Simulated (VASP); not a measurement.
**NaCl (strained rocksalt), PBE single-point calculation: Ansatz's output and VASP's**

```
Na Cl
1.0
     0.00000    2.83409    2.80270
     2.83409    0.00000    2.80270
     2.83409    2.83409    0.00000
Na Cl
1 1
Direct
  0.00000 0.00000 0.00000
  0.50000 0.50000 0.50000
```

Ansatz printed

```
SCF 1 converged in 7 iterations: F = -2569.552211 eV  dr2 = 4.42e-8
  greatest PAW one-centre occupation: 0.999 electrons in one spin orbital (limit 2), on the Na atom at site 0 (counted from 0), in its partial waves of l = 0
NSCF: frozen V_eff on 6 k-points
SCF converged after 7 iterations
Free energy (F): -2569.552211 eV
Harris-Foulkes:  -2569.552211 eV  (|F-HF|=3.23e-8)
Internal energy: -2569.552211 eV  (E = F + TS)
E sigma→0 (E₀):  -2569.552211 eV
Fermi energy:    3.639765 eV
--- Per-component energies (eV) ---
  E_band       = -235.124829
  E_kinetic    = 283.063763
  E_local      = -1531.665677  (includes V_loc(G=0)·N_el)
  E_nonlocal   = 143.571373
  E_hartree    = 540.024372
  E_xc         = -147.077657
  E_vxc        = -173.365690  (∫ρ·V_xc dr)
  E_paw        = -922.542277  (= ΣΔE_a)
  E_vpaw       = -36.780685  (= ΣTr[D̂ρ^β])
  E_aug_tail   = 0.000069  (compensation charges beyond the density's cutoff)
  E_ewald      = -934.926177
  E_smearing   = -0.000000  (= −TS)
  E_closure    = 0.000000  (closes the sum)
  Σ components = -2569.552211   (vs F -2569.552211, Δ=0.00e0)
--- Forces (eV/Å), atoms counted from 1 ---
  atom   1  Na     0.00000000     0.00000000    -0.00000000
  atom   2  Cl     0.00000000     0.00000000    -0.00000000
  max |Σ_I F_I| component: 6.31e-30 eV/Å
--- Stress (GPa, compression-positive) ---
        0.498978       0.000000       0.000000
        0.000000       0.498978      -0.000000
        0.000000       0.000000       0.966133
  P = ⅓ Tr σ = 0.6547 GPa (6.547 kbar)
--- Band table (eV; the first three rows and the last of 59) ---
  k-point 0: bands = ["-47.8403", "-19.7516", "-19.7516", "-19.7502", "-11.5719", "1.0695", "1.0790", "1.0790", "6.1687", "12.0789", "12.0789", "12.1613"]
  k-point 1: bands = ["-47.8402", "-19.7554", "-19.7519", "-19.7508", "-11.5258", "0.7101", "1.0341", "1.0372", "6.6625", "11.5864", "12.2634", "12.3252"]
  k-point 2: bands = ["-47.8399", "-19.7655", "-19.7527", "-19.7515", "-11.4115", "-0.0122", "0.9396", "0.9435", "7.6361", "11.0415", "12.3249", "12.4235"]
  k-point 58: bands = ["-47.8392", "-19.7701", "-19.7598", "-19.7598", "-11.1877", "-0.5680", "0.4693", "0.4693", "8.5783", "9.1002", "12.4391", "15.7661"]
```

The two codes use different PAW datasets and cutoffs. VASP's cell holds 14 valence electrons and Ansatz's 16. Ansatz's stress includes a Pulay correction; VASP's doesn't.

**Question.** What does VASP give for the same cell and level of theory?

**Answer.** gap between bands v and c 5.09 eV; least direct gap 5.09 eV; pressure 0.6 GPa.

From OUTCAR

```
k-points           NKPTS =     59   k-points in BZ     NKDIM =     59   number of bands    NBANDS=     14

   NELECT =      14.0000    total number of electrons

   dimension x,y,z NGX =    30 NGY =   30 NGZ =   30
   dimension x,y,z NGXF=    60 NGYF=   60 NGZF=   60

  energy-cutoff  :      520.00
  volume of cell :       45.02
      direct lattice vectors                 reciprocal lattice vectors
     0.000000000  2.834089057  2.802698830    -0.176423531  0.176423531  0.178399475
     2.834089057  0.000000000  2.802698830     0.176423531 -0.176423531  0.178399475
     2.834089057  2.834089057  0.000000000     0.176423531  0.176423531 -0.178399475

 k-points in reciprocal lattice and weights: KPOINTS created by Atomic Simulation Env
   0.00000000  0.00000000  0.00000000       0.002
   0.12500000 -0.00000000  0.00000000       0.016
   0.25000000 -0.00000000  0.00000000       0.016
   0.37500000  0.00000000  0.00000000       0.016
   0.50000000 -0.00000000  0.00000000       0.008
   0.12500000  0.12500000  0.00000000       0.004
   0.25000000  0.12500000  0.00000000       0.016
   0.37500000  0.12500000  0.00000000       0.016
   ...

 E-fermi :  -0.2710

 k-point     1 :       0.0000    0.0000    0.0000
  band No.  band energies     occupation
      1     -21.5794      2.00000
      2     -21.5794      2.00000
      3     -21.5777      2.00000
      4     -13.4040      2.00000
      5      -0.7601      2.00000
      6      -0.7508      2.00000
      7      -0.7508      2.00000
      8       4.3391      0.00000
      9      10.3358      0.00000
     10      10.3358      0.00000
     11      10.4190      0.00000
     12      12.4506      0.00000
     13      12.5860      0.00000
     14      14.1206      0.00000

 k-point     2 :       0.1250   -0.0000    0.0000
  band No.  band energies     occupation
      1     -21.5832      2.00000
      2     -21.5798      2.00000
      3     -21.5784      2.00000
      4     -13.3576      2.00000
      5      -1.1200      2.00000
      6      -0.7956      2.00000
      7      -0.7927      2.00000
      8       4.8332      0.00000
      9       9.8209      0.00000
     10      10.5233      0.00000
     11      10.5857      0.00000
     12      12.1980      0.00000
     13      12.3114      0.00000
     14      15.0260      0.00000

 k-point     3 :       0.2500   -0.0000    0.0000
  band No.  band energies     occupation
      1     -21.5933      2.00000
      2     -21.5806      2.00000
      3     -21.5792      2.00000
      4     -13.2423      2.00000
      5      -1.8430      2.00000
      6      -0.8905      2.00000
      7      -0.8865      2.00000
      8       5.8093      0.00000
      9       9.2516      0.00000
     10      10.5873      0.00000
     11      10.6882      0.00000
     12      12.4484      0.00000
     13      12.4912      0.00000
     14      14.8350      0.00000

 k-point     4 :       0.3750    0.0000    0.0000
  band No.  band energies     occupation
      1     -21.6033      2.00000
      2     -21.5814      2.00000
      3     -21.5799      2.00000
      4     -13.1222      2.00000
      5      -2.4407      2.00000
      6      -0.9841      2.00000
      7      -0.9736      2.00000
      8       6.4072      0.00000
      9       9.4678      0.00000
     10      10.2924      0.00000
     11      10.4057      0.00000
     12      13.8132      0.00000
     13      13.8218      0.00000
     14      14.3227      0.00000

 k-point     5 :       0.5000   -0.0000    0.0000
  band No.  band energies     occupation
      1     -21.6075      2.00000
      2     -21.5818      2.00000
      3     -21.5802      2.00000
      4     -13.0710      2.00000
      5      -2.6655      2.00000
      6      -1.0217      2.00000
      7      -1.0086      2.00000
      8       6.5132      0.00000
      9       9.8396      0.00000
     10      10.1541      0.00000
     11      10.2674      0.00000
     12      14.2082      0.00000
     13      15.3587      0.00000
     14      15.4348      0.00000

 k-point     6 :       0.1250    0.1250    0.0000
  band No.  band energies     occupation
      1     -21.5818      2.00000
      2     -21.5806      2.00000
      3     -21.5806      2.00000
      4     -13.3416      2.00000
      5      -1.1507      2.00000
      6      -0.8504      2.00000
      7      -0.8504      2.00000
      8       4.9995      0.00000
      9       9.5652      0.00000
     10      10.6946      0.00000
     11      10.6946      0.00000
     12      11.6206      0.00000
     13      12.6713      0.00000
     14      15.5377      0.00000

 ...

  Total        0.1311176      0.1311176      0.2632726      0.0000000      0.0000000     -0.0000000
  in kB        4.6659310      4.6659310      9.3687759      0.0000000      0.0000000     -0.0000000
  external PRESSURE =       6.2335460 kB  Pullay stress =       0.0000000 kB

 POSITION                                       TOTAL-FORCE (eV/Angst)
 -----------------------------------------------------------------------------------
      0.00000      0.00000      0.00000         0.000000     -0.000000      0.000000
      2.83409      2.83409      2.80270        -0.000000      0.000000      0.000000
 -----------------------------------------------------------------------------------
    total drift:                               -0.000000      0.000000      0.000000

  FREE ENERGIE OF THE ION-ELECTRON SYSTEM (eV)
  ---------------------------------------------------
  free  energy   TOTEN  =        -6.7749633212 eV

  energy  without entropy=       -6.7749633212  energy(sigma->0) =       -6.77496332
```
